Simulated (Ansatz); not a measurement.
# Pb (P6_3/mmc) in Ansatz: convergence with smearing width

Aim: find how far smearing width must go before the results for Pb settle, at LDA. This setting moves, with any that are tied to it; all else stays.

Everything below comes from runs of Ansatz 0.2.0. Logs are shortened: lines on timing, memory, paths and dates and some standing lists are left out, and cuts for length are marked.

## (1) The structure

The structure is hexagonal, space group P6_3/mmc (No. 194). Conventional cell: a = 3.524 Å, b = 3.524 Å, c = 11.495 Å, α = 90.00°, β = 90.00°, γ = 120.00°. Pb (site symmetry -6m2) is surrounded by 12 Pb at 3.52 Å. Pb (site symmetry -3m) has 12 Pb at 3.52 Å as nearest neighbours.

This isn't the form of Pb at room conditions, which is fcc.

## (2) With smearing width 0.3 eV

input.yaml

```yaml
crystal:
  lattice:
    - [3.5243661423, 0.0, 0.0]
    - [-1.7621830712, 3.0521906115, 0.0]
    - [0.0, 0.0, 11.49524181]
  atoms:
    - { symbol: Pb, position: [0.6666666667, 0.3333333333, 0.75] }
    - { symbol: Pb, position: [0.0, 0.0, 0.5] }
    - { symbol: Pb, position: [0.3333333333, 0.6666666667, 0.25] }
    - { symbol: Pb, position: [0.0, 0.0, 0.0] }
hamiltonian:
  xc: lda
  pseudopotentials: { kind: paw_fr }
magnetization:
  noncollinear: true
  spin_orbit: true
kpoints:
  mp_grid: { grid: [7, 7, 2] }
scf:
  occupations: { method: cold, width: 0.3 }
output:
  forces: true
  stress: true
  eigenvalues: true
```

Potentials or basis: Ansatz PAW.

On the command line:

```console
$ ansatz run input.yaml --threads 2 --pin off --max-ram 5632MiB --backend cpu --events-out ev --progress --plain --runs-dir out
```

It took 10 s on 2 threads of Arm Neoverse V2, shared host; peak memory 0.67 GiB.

What came out:

| Quantity | Value |
| --- | --- |
| Free energy | -46556.8844 eV |
| Pressure | -2.6 GPa |
| Band gap on the k mesh | none (metal or under the smearing width) |

## (3) With smearing width 0.2 eV

Changes to input.yaml since step 2:

```diff
@@ -19,3 +19,3 @@
 scf:
-  occupations: { method: cold, width: 0.3 }
+  occupations: { method: cold, width: 0.2 }
 output:
```

Potentials or basis: Ansatz PAW.

On the command line:

```console
$ ansatz run input.yaml --threads 2 --pin off --max-ram 5632MiB --backend cpu --events-out ev --progress --plain --runs-dir out
```

Wall time 9.8 s (2 threads of Arm Neoverse V2, shared host); peak memory 0.67 GiB.

What came out:

* Free energy: -46556.8817 eV
* Pressure: -2.5 GPa
* Band gap on the k mesh: none (metal or under the smearing width)

## (4) With smearing width 0.15 eV

Changes to input.yaml since step 3:

```diff
@@ -19,3 +19,3 @@
 scf:
-  occupations: { method: cold, width: 0.2 }
+  occupations: { method: cold, width: 0.15 }
 output:
```

On the command line:

```console
$ ansatz run input.yaml --threads 2 --pin off --max-ram 5632MiB --backend cpu --events-out ev --progress --plain --runs-dir out
```

Wall time 9.8 s (2 threads of Arm Neoverse V2, shared host); peak memory 0.67 GiB.

Results:

- Free energy: -46556.8801 eV
- Pressure: -2.5 GPa
- Band gap on the k mesh: none (metal or under the smearing width)

## (5) With smearing width 0.1 eV

Changes to input.yaml since step 4:

```diff
@@ -19,3 +19,3 @@
 scf:
-  occupations: { method: cold, width: 0.15 }
+  occupations: { method: cold, width: 0.1 }
 output:
```

On the command line:

```console
$ ansatz run input.yaml --threads 2 --pin off --max-ram 5632MiB --backend cpu --events-out ev --progress --plain --runs-dir out
```

Wall time 10 s (2 threads of Arm Neoverse V2, shared host); peak memory 0.67 GiB.

Results:

```yaml
Free_energy: -46556.8790 eV
Pressure: -2.4 GPa
Band_gap_on_the_k_mesh: none (metal or under the smearing width)
```

## (6) With smearing width 0.05 eV

Changes to input.yaml since step 5:

```diff
@@ -19,3 +19,3 @@
 scf:
-  occupations: { method: cold, width: 0.1 }
+  occupations: { method: cold, width: 0.05 }
 output:
```

Potentials or basis: Ansatz PAW.

On the command line:

```console
$ ansatz run input.yaml --threads 2 --pin off --max-ram 5632MiB --backend cpu --events-out ev --progress --plain --runs-dir out
```

Run time: 9.9 s. Hardware: 2 threads of Arm Neoverse V2, shared host; peak memory 0.67 GiB.

The run converged. Its results:

* Free energy: -46556.8779 eV
* Pressure: -2.4 GPa
* Band gap on the k mesh: none (metal or under the smearing width)

## (7) With smearing width 0.025 eV

Changes to input.yaml since step 6:

```diff
@@ -19,3 +19,3 @@
 scf:
-  occupations: { method: cold, width: 0.05 }
+  occupations: { method: cold, width: 0.025 }
 output:
```

On the command line:

```console
$ ansatz run input.yaml --threads 2 --pin off --max-ram 5632MiB --backend cpu --events-out ev --progress --plain --runs-dir out
```

Run time: 9.7 s. Hardware: 2 threads of Arm Neoverse V2, shared host; peak memory 0.68 GiB.

Results (log left out):

```
Free energy            : -46556.8771 eV
Pressure               : -2.4 GPa
Band gap on the k mesh : none (metal or under the smearing width)
```

## (8) With smearing width 0.01 eV

Changes to input.yaml since step 7:

```diff
@@ -19,3 +19,3 @@
 scf:
-  occupations: { method: cold, width: 0.025 }
+  occupations: { method: cold, width: 0.01 }
 output:
```

On the command line:

```console
$ ansatz run input.yaml --threads 2 --pin off --max-ram 5632MiB --backend cpu --events-out ev --progress --plain --runs-dir out
```

It took 9.8 s on 2 threads of Arm Neoverse V2, shared host; peak memory 0.67 GiB.

The run converged. Its results:

```
Free energy            : -46556.8766 eV
Pressure               : -2.4 GPa
Band gap on the k mesh : none (metal or under the smearing width)
```

## (9) With smearing width 0.005 eV

Changes to input.yaml since step 8:

```diff
@@ -19,3 +19,3 @@
 scf:
-  occupations: { method: cold, width: 0.01 }
+  occupations: { method: cold, width: 0.005 }
 output:
```

Potentials or basis: Ansatz PAW.

On the command line:

```console
$ ansatz run input.yaml --threads 2 --pin off --max-ram 5632MiB --backend cpu --events-out ev --progress --plain --runs-dir out
```

The log of the run:

```text
Warning: RAYON_NUM_THREADS=2 ignored (pool sized by the plan → 2); use --threads N
Engine: ansatz 0.2.0, aarch64-unknown-linux-gnu
Pseudopotentials: kind: paw_fr
Pseudopotential: Pb, paw_fr, valence charge 14, recommended cutoff 420 eV (normal), Pb.paw.azcp#standard-fr
Functional definition: SPW92
  exchange = slater_x
  correlation = pw_c
non-collinear run that drives no moment, with spin-orbit: no starting moment large enough to seed its density (crystal.atoms[].spin), no starting occupations that ask for one, no magnetisation constraint and no magnetic field, so the semilocal B_xc is pinned to zero
Crystal: 4 atoms, lattice volume = 123.655 Å³
Basis set: ecut = 420 eV, 2385 PW (Γ)
Bands: 68, of which v1, the nominal top of the filled ones, is band 56 counted from 1 (55 counted from 0)
Symmetry: 24 space group operations + 24 with time reversal
Magnetic group: BNS 194.264 (UNI 1494), of the structure as read, at distance tolerance 5.0e-5 Å
k-points: 16 of 98
Projection manifold: j_resolved (fully-relativistic pseudo-atomic orbitals)
Non-local potential: Pb, projectors of the file, l = 0: 2, l = 1: 4, l = 2: 4, l = 3: 4
PAW form: soft (Blöchl's): semilocal exchange-correlation on the pseudo side does not see the compensation charge
PAW frozen core: Pb, regenerated for the run's functional, and the local potential with it (the file was generated under x = pbe(κ = 0.804, μ = 0.2195149727645171), c = pbe(β = 0.06672455060314922))
PAW one-centre angular grid: Pb, 590 points (default); XC on 64 Gauss nodes
Initial density: superposition of atomic densities (chi_scale 0.1, normalization cell)
Initial wavefunctions: pseudopotential atomic-orbital guess
Functional: x = slater, c = lda
SCF iter   1: F=—  HF=-46556.930466 eV  |F-HF|=—  |Δ(HF+E_count)|=         —  Δρ=8.85e-3  dr2=1.16e-1  dr2_m=0.00e0 (ungated)  ethr=3.10e-3  |M|=0.00e0 ∫|m|=0.00e0 μB  |m|>n=0.0e0 m-floor=0.0e0 τ_xc=0.0e0  β_m=0.30  ⟨swp⟩=7.2  Hψ=2801  notcnv=0
preconditioner: auto → Resta (q_TF=auto, 2.391 Å⁻¹)  ε∞=3.6  [insulator: Δε(μ)=0.006 eV  Ē_g=15.595 eV  σ=0.005 eV  W_gap=0.71  n_scr=38 (ndim 8)  ℏωp=25.0 eV  f_vac=0.000  D(μ)=21.67/eV (n_scr^D=374)  ε∞_Penn≈3.6]
spin=Noncollinear: Resta preconditioning applied to the charge; magnetization (m_x, m_y, m_z) channels mix plain (no charge-response kernel on spin).
SCF iter   2: F=—  HF=-46556.894334 eV  |F-HF|=—  |Δ(HF+E_count)|=   3.61e-2  S|Δr|=    0.00e0  Δρ=5.28e-3  dr2=4.45e-2  dr2_m=0.00e0 (ungated)  ethr=2.07e-4  |M|=0.00e0 ∫|m|=0.00e0 μB  |m|>n=0.0e0 m-floor=0.0e0 τ_xc=0.0e0  β_m=0.52  ⟨swp⟩=2.7  Hψ=968  notcnv=0  defer=98
SCF iter   3: F=—  HF=-46556.876261 eV  |F-HF|=—  |Δ(HF+E_count)|=   1.81e-2  S|Δr|=    0.00e0  Δρ=1.21e-3  dr2=1.23e-3  dr2_m=0.00e0 (ungated)  ethr=7.95e-5  |M|=0.00e0 ∫|m|=0.00e0 μB  |m|>n=0.0e0 m-floor=0.0e0 τ_xc=0.0e0  β_m=0.76  ⟨swp⟩=3.0  Hψ=1041  notcnv=0  defer=98
SCF iter   4: F=—  HF=-46556.876456 eV  |F-HF|=—  |Δ(HF+E_count)|=   1.96e-4  S|Δr|=    0.00e0  Δρ=2.20e-4  dr2=4.91e-5  dr2_m=0.00e0 (ungated)  ethr=2.20e-6  |M|=0.00e0 ∫|m|=0.00e0 μB  |m|>n=0.0e0 m-floor=0.0e0 τ_xc=0.0e0  β_m=0.76  ⟨swp⟩=2.8  Hψ=701  notcnv=0  defer=98
SCF iter   5: F=—  HF=-46556.876464 eV  |F-HF|=—  |Δ(HF+E_count)|=   7.85e-6  S|Δr|=    0.00e0  Δρ=3.97e-5  dr2=2.85e-6  dr2_m=0.00e0 (ungated)  ethr=8.77e-8  |M|=0.00e0 ∫|m|=0.00e0 μB  |m|>n=0.0e0 m-floor=0.0e0 τ_xc=0.0e0  β_m=0.88  ⟨swp⟩=2.0  Hψ=936  notcnv=0  defer=98
SCF iter   6: F=—  HF=-46556.876464 eV  |F-HF|=—  |Δ(HF+E_count)|=   2.20e-7  S|Δr|=    0.00e0  Δρ=1.50e-5  dr2=5.01e-7  dr2_m=0.00e0 (ungated)  ethr=5.08e-9  |M|=0.00e0 ∫|m|=0.00e0 μB  |m|>n=0.0e0 m-floor=0.0e0 τ_xc=0.0e0  β_m=0.89  ⟨swp⟩=2.0  Hψ=594  notcnv=0  defer=98
SCF iter   7: F=-46556.876464 eV  HF=-46556.876464 eV  |F-HF|=1.24e-9  |Δ(HF+E_count)|=   8.17e-8  S|Δr|=    0.00e0  Δρ=2.38e-6  dr2=5.46e-9  dr2_m=0.00e0 (ungated)  ethr=1.79e-10  |M|=0.00e0 ∫|m|=0.00e0 μB  |m|>n=0.0e0 m-floor=0.0e0 τ_xc=0.0e0  ⟨swp⟩=10.8  Hψ=2541  notcnv=0
SCF 1 converged in 7 iterations: F = -46556.876464 eV  dr2 = 5.46e-9
SCF converged after 7 iterations
Stability not checked: this state was not tested for a lower state beside it, because cold or Methfessel-Paxton smearing, or corrected tetrahedra, fill the levels in a way that the test cannot read (fill_not_monotonic; see scf.lower_state_search)
Magnetization: |M| = 0.0000 μB,  M = (+0.0000, +0.0000, +0.0000) μB
Absolute magnetization: 0.0000 μB (∫|m|)
  site 0: m = (+0.0000, +0.0000, +0.0000) μB, |m| = 0.0000 μB  (R = 1.45 Å)
  site 1: m = (+0.0000, +0.0000, +0.0000) μB, |m| = 0.0000 μB  (R = 1.45 Å)
  site 2: m = (+0.0000, +0.0000, +0.0000) μB, |m| = 0.0000 μB  (R = 1.45 Å)
  site 3: m = (+0.0000, +0.0000, +0.0000) μB, |m| = 0.0000 μB  (R = 1.45 Å)
Free energy (F): -46556.876464 eV
Harris-Foulkes:  -46556.876464 eV  (|F-HF|=1.24e-9)
Internal energy: -46556.876412 eV  (E = F + TS)
E sigma→0 (E₀):  -46556.876447 eV
Entropy (-TS):   -0.000053 eV (-0.013 meV/atom)
Fermi energy:    10.322512 eV
--- Per-component energies (eV) ---
  E_band       = -174.584234
  E_kinetic    = 1161.472577
  E_local      = -4136.602808  (includes V_loc(G=0)·N_el)
  E_nonlocal   = 1418.367004
  E_hartree    = 1633.960349
  E_xc         = -877.295022
  E_vxc        = -535.298042  (∫ρ·V_xc dr)
  E_paw        = -40561.998720  (= ΣΔE_a)
  E_vpaw       = -1350.445399  (= ΣTr[D̂ρ^β])
  E_aug_tail   = 0.000168  (compensation charges beyond the density's cutoff)
  E_ewald      = -5194.595435
  E_core_change = -0.184523  (= ΣΔE_core)
  E_smearing   = -0.000053  (= −TS)
  E_closure    = 0.000000  (closes the sum)
  Σ components = -46556.876464   (vs F -46556.876464, Δ=0.00e0)
--- Forces (eV/Å), atoms counted from 1 ---
  atom   1  Pb    -0.00000000     0.00000000     0.00000000
  atom   2  Pb    -0.00000000    -0.00000000     0.00000000
  atom   3  Pb     0.00000000    -0.00000000    -0.00000000
  atom   4  Pb    -0.00000000    -0.00000000    -0.00000000
  max |Σ_I F_I| component: 7.26e-29 eV/Å
--- Stress (GPa, compression-positive) ---
       -1.744936      -0.000000      -0.000000
       -0.000000      -1.744936       0.000000
       -0.000000       0.000000      -3.770961
  P = ⅓ Tr σ = -2.4203 GPa (-24.203 kbar)
--- Band table (eV; the first three rows and the last of 16) ---
  k-point 0: bands = ["-8.0077", "-8.0077", "-8.0036", "-8.0036", "-8.0017", "-8.0017", "-7.9855", "-7.9855", "-7.9846", "-7.9846", "-7.9776", "-7.9776", "-7.9593", "-7.9593", "-7.9334", "-7.9334", "-5.4881", "-5.4881", "-5.4812", "-5.4812", "-5.4527", "-5.4527", "-5.4382", "-5.4382", "-5.4367", "-5.4367", "-5.4124", "-5.4124", "-5.3978", "-5.3978", "-5.3855", "-5.3855", "-5.3770", "-5.3770", "-5.3339", "-5.3339", "-5.3188", "-5.3188", "-5.2525", "-5.2525", "-1.2980", "-1.2980", "-0.1323", "-0.1323", "-0.1247", "-0.1247", "2.2250", "2.2250", "6.0719", "6.0719", "10.7385", "10.7385", "10.7506", "10.7506", "14.5908", "14.5908", "15.0825", "15.0825", "15.4411", "15.4411", "15.4463", "15.4463", "16.4991", "16.4991", "17.3078", "17.3078", "17.3661", "17.3661"]
  k-point 1: bands = ["-8.0027", "-8.0027", "-8.0027", "-8.0027", "-7.9966", "-7.9966", "-7.9966", "-7.9966", "-7.9850", "-7.9850", "-7.9850", "-7.9850", "-7.9425", "-7.9425", "-7.9425", "-7.9425", "-5.4740", "-5.4740", "-5.4740", "-5.4740", "-5.4688", "-5.4688", "-5.4688", "-5.4688", "-5.4050", "-5.4050", "-5.4050", "-5.4050", "-5.3880", "-5.3880", "-5.3880", "-5.3880", "-5.3774", "-5.3774", "-5.3774", "-5.3774", "-5.2741", "-5.2741", "-5.2741", "-5.2741", "-1.0042", "-1.0042", "-1.0042", "-1.0042", "1.2249", "1.2249", "1.2249", "1.2249", "7.6706", "7.6706", "7.6706", "7.6706", "13.9064", "13.9064", "13.9064", "13.9064", "14.8150", "14.8150", "14.8150", "14.8150", "16.6037", "16.6037", "16.6037", "16.6037", "16.7317", "16.7317", "16.7317", "16.7317"]
  k-point 2: bands = ["-8.0041", "-8.0041", "-7.9949", "-7.9949", "-7.9917", "-7.9917", "-7.9843", "-7.9843", "-7.9753", "-7.9753", "-7.9670", "-7.9670", "-7.9548", "-7.9548", "-7.9325", "-7.9325", "-5.4731", "-5.4731", "-5.4649", "-5.4649", "-5.4504", "-5.4504", "-5.4307", "-5.4307", "-5.4239", "-5.4239", "-5.4072", "-5.4072", "-5.3914", "-5.3914", "-5.3719", "-5.3719", "-5.3683", "-5.3683", "-5.3303", "-5.3303", "-5.3143", "-5.3143", "-5.2683", "-5.2683", "-0.9579", "-0.9579", "0.1992", "0.1992", "0.2071", "0.2071", "2.4739", "2.4739", "6.4592", "6.4592", "10.7774", "10.7774", "10.7971", "10.7971", "12.6675", "12.6675", "13.5179", "13.5179", "13.8055", "13.8055", "14.1111", "14.1111", "15.1082", "15.1082", "15.8844", "15.8844", "16.0849", "16.0849"]
  k-point 15: bands = ["-7.9789", "-7.9789", "-7.9762", "-7.9762", "-7.9682", "-7.9682", "-7.9550", "-7.9550", "-7.9425", "-7.9425", "-7.9292", "-7.9292", "-7.9285", "-7.9285", "-7.9203", "-7.9203", "-5.4647", "-5.4647", "-5.4590", "-5.4590", "-5.4278", "-5.4278", "-5.4158", "-5.4158", "-5.3849", "-5.3849", "-5.3571", "-5.3571", "-5.3477", "-5.3477", "-5.3465", "-5.3465", "-5.2953", "-5.2953", "-5.2760", "-5.2760", "-5.2760", "-5.2760", "-5.2520", "-5.2520", "2.5413", "2.5413", "2.5433", "2.5433", "3.3848", "3.3848", "3.3903", "3.3903", "7.5260", "7.5260", "7.7023", "7.7023", "7.8652", "7.8652", "7.9720", "7.9720", "9.4968", "9.4968", "9.8904", "9.8904", "10.1287", "10.1287", "10.4129", "10.4129", "12.3402", "12.3402", "12.6056", "12.6056"]
```

It took 9.8 s on 2 threads of Arm Neoverse V2, shared host; peak memory 0.67 GiB.

Results:

| Property | Result |
| --- | --- |
| Free energy | -46556.8765 eV |
| Pressure | -2.4 GPa |
| Band gap on the k mesh | none (metal or under the smearing width) |

## (10) Summary

```csv
smearing width,"energy less the tightest run, at zero smearing (meV/atom)",pressure (GPa),SCF cycles,CPU time (s),peak memory (GiB)
0.3 eV,-1.29,-2.62,7,19,0.67
0.2 eV,-0.81,-2.54,7,19,0.67
0.15 eV,-0.52,-2.48,7,19,0.67
0.1 eV,-0.48,-2.43,7,19,0.67
0.05 eV,-0.27,-2.40,7,19,0.67
0.025 eV,-0.08,-2.42,7,19,0.68
0.01 eV,-0.01,-2.42,7,19,0.67
0.005 eV,0.00,-2.42,7,19,0.67
```

Against the tightest run, the energy stays within 1 meV/atom from 0.2 eV on; the pressure stays within 0.1 GPa from 0.15 eV on. Narrower smearing needs a denser k mesh, so at a fixed mesh the narrowest width isn't the most accurate. The tightest run that finished is the yardstick and may itself not be fully converged.

Caveats: the PAW data sets come from PBE, with cores solved anew for the run's functional, which leaves a small shift of forces and pressure.
